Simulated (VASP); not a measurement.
# Se (R-3m) in VASP: notebook

One crystal, Se, is run at these levels: LDA, r2SCAN, PBE; tasks: relaxation of cell and atoms.

Everything below comes from runs of VASP 6.6.1. Logs are shortened: lines on timing, memory, paths and dates and some standing lists are left out, and cuts for length are marked.

## Step 1: Starting point

It takes space group R-3m (No. 166, trigonal). Conventional cell: a = 3.884 Å, b = 3.884 Å, c = 2.923 Å, α = 90.00°, β = 90.00°, γ = 120.00°. Se (site symmetry -3m) is surrounded by 6 Se at 2.44 Å.

This isn't the form of Se at room conditions, which is trigonal, of chains.

## Step 2: Relaxation of cell and atoms, LDA, target pressure 94 GPa, at which the enthalpy is minimised

INCAR reads:

```
ALGO = Normal
EDIFF = 1E-7
EDIFFG = -0.005
ENCUT = 600
GGA = CA
IBRION = 2
ISIF = 3
ISMEAR = 0
LASPH = T
LCHARG = F
LREAL = F
LWAVE = F
NELM = 80
NSW = 90
PREC = Accurate
PSTRESS = 940.0
SIGMA = 0.03
```

KPOINTS reads:

```
k-points
0
Gamma
  15 15 13
```

POSCAR reads:

```
Se                                      
1.0
    1.9419452719      1.1211826256      0.9742519897
   -1.9419452719      1.1211826256      0.9742519897
    0.0000000000     -2.2423652512      0.9742519897
  Se            
     1
Direct
     0.0000000000000000    0.0000000000000000    0.0000000000000000
```

Potentials or basis: VASP PAW LDA potentials, release 64 (Se).

Launch:

```console
> cat potpaw_LDA.64/Se/POTCAR > POTCAR
> mpirun -np 1 vasp_std > vasp.out
```

OUTCAR:

```text
EDIFF = 1E-7
   EDIFFG = -0.005
   ENCUT = 600
   GGA = CA
   IBRION = 2
   ISIF = 3
   ISMEAR = 0
   LASPH = T
   LREAL = F
   NELM = 80
   NSW = 90
   PREC = Accurate
   PSTRESS = 940.0

 ion  position               nearest neighbor table
   1  0.000  0.000  0.000-

  LATTYP: Found a trigonal (rhomboedric) cell.
 ALAT       =     2.4448658160
 COS(alpha) =    -0.2618098459

  Lattice vectors:

 A1 = (   1.9419452719,   1.1211826256,   0.9742519897)
 A2 = (  -1.9419452719,   1.1211826256,   0.9742519897)
 A3 = (   0.0000000000,  -2.2423652512,   0.9742519897)

Analysis of symmetry for initial positions (statically):
=====================================================================
 Subroutine PRICEL returns:
 Original cell was already a primitive cell.

 Routine SETGRP: Setting up the symmetry group for a
 trigonal (rhombohedral) supercell.

 Subroutine GETGRP returns: Found 12 space group operations
 (whereof 12 operations were pure point group operations)
 out of a pool of 12 trial point group operations.

The static configuration has the point symmetry D_3d.

Analysis of symmetry for dynamics (positions and initial velocities):
=====================================================================
 Subroutine PRICEL returns:
 Original cell was already a primitive cell.

 Routine SETGRP: Setting up the symmetry group for a
 trigonal (rhombohedral) supercell.

 Subroutine GETGRP returns: Found 12 space group operations
 (whereof 12 operations were pure point group operations)
 out of a pool of 12 trial point group operations.

The dynamic configuration has the point symmetry D_3d.

 Subroutine INISYM returns: Found 12 space group operations
 (whereof 12 operations are pure point group operations),
 and found     1 'primitive' translations

----------------------------------------------------------------------------------------

                                     Primitive cell

  volume of cell :      12.7273

  direct lattice vectors                    reciprocal lattice vectors
     1.941945272  1.121182626  0.974251990     0.257473785  0.148652559  0.342142830
    -1.941945272  1.121182626  0.974251990    -0.257473785  0.148652559  0.342142830
     0.000000000 -2.242365251  0.974251990     0.000000000 -0.297305118  0.342142830

  length of vectors
     2.444865816  2.444865816  2.444865816     0.453268188  0.453268188  0.453268188

  position of ions in fractional coordinates (direct lattice)
     0.000000000  0.000000000  0.000000000

  ion indices of the primitive-cell ions
   primitive index   ion index
                 1           1

----------------------------------------------------------------------------------------

 KPOINTS: k-points

Automatic generation of k-mesh.
 Grid dimensions read from file:
 generate k-points for:   15   15   13

 Generating k-lattice:

  Cartesian coordinates                     Fractional coordinates (reciprocal lattice)
     0.017164919  0.009910171  0.022809522     0.066666667  0.000000000  0.000000000
    -0.017164919  0.009910171  0.022809522     0.000000000  0.066666667  0.000000000
     0.000000000 -0.022869624  0.026318679    -0.000000000 -0.000000000  0.076923077

  Length of vectors
     0.030217879  0.030217879  0.034866784

  Shift w.r.t. Gamma in fractional coordinates (k-lattice)
     0.000000000  0.000000000  0.000000000

 -----------------------------------------------------------------------------
|                                                                             |
|           W    W    AA    RRRRR   N    N  II  N    N   GGGG   !!!           |
|           W    W   A  A   R    R  NN   N  II  NN   N  G    G  !!!           |
|           W    W  A    A  R    R  N N  N  II  N N  N  G       !!!           |
|           W WW W  AAAAAA  RRRRR   N  N N  II  N  N N  G  GGG   !            |
|           WW  WW  A    A  R   R   N   NN  II  N   NN  G    G                |
|           W    W  A    A  R    R  N    N  II  N    N   GGGG   !!!           |
|                                                                             |
|     Your reciprocal lattice and k-lattice belong to different lattice       |
|     classes:                                                                |
|                                                                             |
|        The reciprocal lattice is rhombohedral (trigonal),                   |
|        whereas your k-lattice is base-centered monoclinic.                  |
|                                                                             |
|     Results are often still useful ...                                      |
|                                                                             |
 -----------------------------------------------------------------------------

 WARNING: IBZKPT: internal override: KBLOWUP is changed to .FALSE.
      ... skipping the blow-up phase ...

 Subroutine IBZKPT returns following result:
 ===========================================

 Found    784 irreducible k-points:

 Following reciprocal coordinates:
            Coordinates               Weight
  0.000000  0.000000  0.000000      1.000000
  0.066667 -0.000000  0.000000      4.000000
  0.133333 -0.000000 -0.000000      4.000000
  0.200000 -0.000000  0.000000      4.000000
  0.266667 -0.000000 -0.000000      4.000000
  0.333333 -0.000000  0.000000      4.000000
[... 16 lines left out ...]
  0.133333  0.133333  0.000000      2.000000
  0.200000  0.133333 -0.000000      4.000000
 [... further k-points ...]
   k-points           NKPTS =    784   k-points in BZ     NKDIM =    784   number of bands    NBANDS=      7
   number of dos      NEDOS =    301   number of ions     NIONS =      1
   total plane-waves  NPLWV =   8000
   dimension x,y,z NGX =    20 NGY =   20 NGZ =   20
   dimension x,y,z NGXF=    40 NGYF=   40 NGZF=   40
   ions per type =               1
   NGX,Y,Z   is equivalent  to a cutoff of  13.60, 13.60, 13.60 a.u.
   NGXF,Y,Z  is equivalent  to a cutoff of  27.20, 27.20, 27.20 a.u.
 SYSTEM =  unknown system
   PREC   = accura    normal or accurate (medium, high low for compatibility)
   ISTART =      0    job   : 0-new  1-cont  2-samecut
   ICHARG =      2    charge: 1-file 2-atom 10-const
   ISPIN  =      1    spin polarized calculation?
   LNONCOLLINEAR =      F non collinear calculations
   LSORBIT =      F    spin-orbit coupling
   LASPH  =      T    aspherical Exc in radial PAW
   ENCUT  =  600.0 eV  44.10 Ry    6.64 a.u.   4.88  4.88  4.88*2*pi/ulx,y,z
   NELM   =     80;   NELMIN=  2; NELMDL= -5     # of ELM steps
   EDIFF  = 0.1E-06   stopping-criterion for ELM
   LREAL  =      F    real-space projection
   EDIFFG = -.5E-02   stopping-criterion for IOM
   NSW    =     90    number of steps for IOM
   IBRION =      2    ionic relax: 0-MD 1-quasi-New 2-CG
   NFREE  =      1    steps in history (QN), initial steepest desc. (CG)
   ISIF   =      3    stress and relaxation
   ISYM   =      2    0-nonsym 1-usesym 2-fastsym
   POTIM  = 0.5000    time-step for ionic-motion
   TEBEG  =    0.0;   TEEND  =   0.0 temperature during run
   PSTRESS=  940.0 pullay stress
   NELECT =       6.0000    total number of electrons
   NUPDOWN=      -1.0000    fix difference up-down
   EMIN   =  10.00;   EMAX   =-10.00  energy-range for DOS
   EFERMI =   0.00;   METHOD = LEGACY
   ISMEAR =     0;   SIGMA  =   0.03  broadening in eV -4-tet -1-fermi 0-gaus
   EFERMI_NEDOS =   21; number of points for ismear=-14 and -15
   IALGO  =     38    algorithm
   IMIX   =      4    mixing-type and parameters
     AMIX     =   0.40;   BMIX     =  1.00
     AMIX_MAG =   1.60;   BMIX_MAG =  1.00
  volume/ion in A,a.u.               =      12.73        85.89
  Fermi-wavevector in a.u.,A,eV,Ry     =   1.274129  2.407754 22.087750  1.623404
  Thomas-Fermi vector in A             =   2.406914
   LORBIT       =      0    0 simple, 1 ext, 2 COOP (PROOUT), +10 PAW based schemes
   GGA     = CA    functional components
   LHFCALC =     F    Hartree Fock is set to
   AEXX    =    0.0000 exact exchange contribution
   IVDW    =     0    specifies the selected vdW correction
   LEPSILON=     F    determine dielectric tensor
   LRPA    =     F    only Hartree local field effects (RPA)
 conjugate gradient relaxation of ions
 non-spin polarized calculation
 Gauss-broadening in eV      SIGMA  =   0.03
  energy-cutoff  :      600.00
  volume of cell :       12.73
 maximum number of plane-waves:       442
   NGX =  9   NGY =  9   NGZ =  9

--------------------------------------- Ionic step        1  -------------------------------------------

 number of electron       6.0000000 magnetization

 Free energy of the ion-electron system (eV)
  ---------------------------------------------------
  ext. energy  EPLUGINS =         0.00000000
  ---------------------------------------------------
  free energy    TOTEN  =        -2.54168576 eV

  energy without entropy =       -2.54154414  energy(sigma->0) =       -2.54161495

------------------------ aborting loop because EDIFF is reached ----------------------------------------

  FORCE on cell =-STRESS in cart. coord.  units (eV):
  Direction    XX          YY          ZZ          XY          YZ          ZX
  --------------------------------------------------------------------------------------
  -------------------------------------------------------------------------------------
  Total        7.4629539      7.4629539      7.4574169     -0.0000000      0.0000000      0.0000000
  in kB      939.4754694    939.4754696    938.7784475     -0.0000000      0.0000000      0.0000000
  external PRESSURE =      -0.7568712 kB  Pullay stress =     940.0000000 kB
[... 59 lines left out ...]
  enthalpy is  TOTEN    =         4.9254414227 eV   P V=        7.4606247584

--------------------------------------- Ionic step        3  -------------------------------------------

 number of electron       6.0000000 magnetization

 Free energy of the ion-electron system (eV)
  ---------------------------------------------------
  ext. energy  EPLUGINS =         0.00000000
  ---------------------------------------------------
  free energy    TOTEN  =        -2.54007633 eV

  energy without entropy =       -2.53993449  energy(sigma->0) =       -2.54000541

 E-fermi :  12.9259     XC(G=0): -12.9153

 val. band max:       12.9234101738   @ k =  -0.2667   0.4000   0.3846
 cond. band min:      12.9296417841   @ k =  -0.2000   0.3333   0.0769
 fundamental gap:      0.0062316102
 Fermi energy:        12.9258548237

 k-point     1 :       0.0000    0.0000    0.0000
  band No.  band energies     occupation
      1      -8.9594      2.00000
      2      16.5832      0.00000
      3      19.0767      0.00000
      4      19.0767      0.00000
      5      23.7417      0.00000
      6      23.7417      0.00000
      7      26.9152      0.00000
[... 221 lines left out ...]
 k-point    24 :       0.2000    0.1333   -0.0000
  band No.  band energies     occupation
      1      -6.7508      2.00000
      2       9.1461      2.00000
      3      11.7443      2.00000
      4      16.3611      0.00000
      5      25.3114      0.00000
      6      28.2328      0.00000
      7      31.1394      0.00000

 [... further k-points ...]

------------------------ aborting loop because EDIFF is reached ----------------------------------------

  FORCE on cell =-STRESS in cart. coord.  units (eV):
  Direction    XX          YY          ZZ          XY          YZ          ZX
  --------------------------------------------------------------------------------------
  -------------------------------------------------------------------------------------
  Total        7.4686447      7.4686447      7.4635082      0.0000000     -0.0000000      0.0000000
  in kB      940.3946265    940.3946268    939.7478889      0.0000000     -0.0000000      0.0000000
  external PRESSURE =       0.1790474 kB  Pullay stress =     940.0000000 kB
[... 16 lines left out ...]
  FREE ENERGIE OF THE ION-ELECTRON SYSTEM (eV)
  ---------------------------------------------------
  free  energy   TOTEN  =        -2.5400763345 eV

  energy  without entropy=       -2.5399344947  energy(sigma->0) =       -2.54000541

  enthalpy is  TOTEN    =         4.9254341857 eV   P V=        7.4655105202

 reached required accuracy - stopping structural energy minimisation
```

Wall time 48 s (1 thread of AMD EPYC 9R45 (Zen 5), shared host); peak memory 0.16 GiB.

Results:

* Free energy: -2.5401 eV
* Relaxed volume: 12.72 Å³/atom
* Relaxed cell: a = 2.445 Å, b = 2.445 Å, c = 2.445 Å, α = 105.18°, β = 105.18°, γ = 105.18°
* Space group after relaxing (to 0.05 Å): R-3m (No. 166)
* Energy change on relaxing (the enthalpy is what falls): +1.6 meV/atom
* Ionic steps: 3
* Pressure after relaxing: 94.0 GPa
* Band gap on the k mesh: none (metal or under the smearing width)

Step by step:
| step | energy change (eV) | largest force (eV/Å) | pressure (GPa) | volume (Å³) |
| --- | --- | --- | --- | --- |
| 1 | 0.0000 | 0.0000 | 93.92 | 12.73 |
| 2 | 0.0065 | 0.0000 | 94.28 | 12.72 |
| 3 | 0.0016 | 0.0000 | 94.02 | 12.72 |

Final structure:
```
Se
1.0
     1.94185    1.12113    0.97414
    -1.94185    1.12113    0.97414
     0.00000   -2.24225    0.97414
Se
1
Direct
  0.00000 0.00000 0.00000
```

Levels at points of the mesh, in eV from the Fermi level:
| k point | band 1 | band 2 | band 3 | band 4 | band 5 | band 6 | band 7 |
| --- | --- | --- | --- | --- | --- | --- | --- |
| (0.00, 0.00, 0.00) | -21.89 | 3.66 | 6.15 | 6.15 | 10.82 | 10.82 | 13.99 |

Caveat: the cell is relaxed towards a set pressure, so the enthalpy falls and the energy may rise.

[end of part 1 of 2]
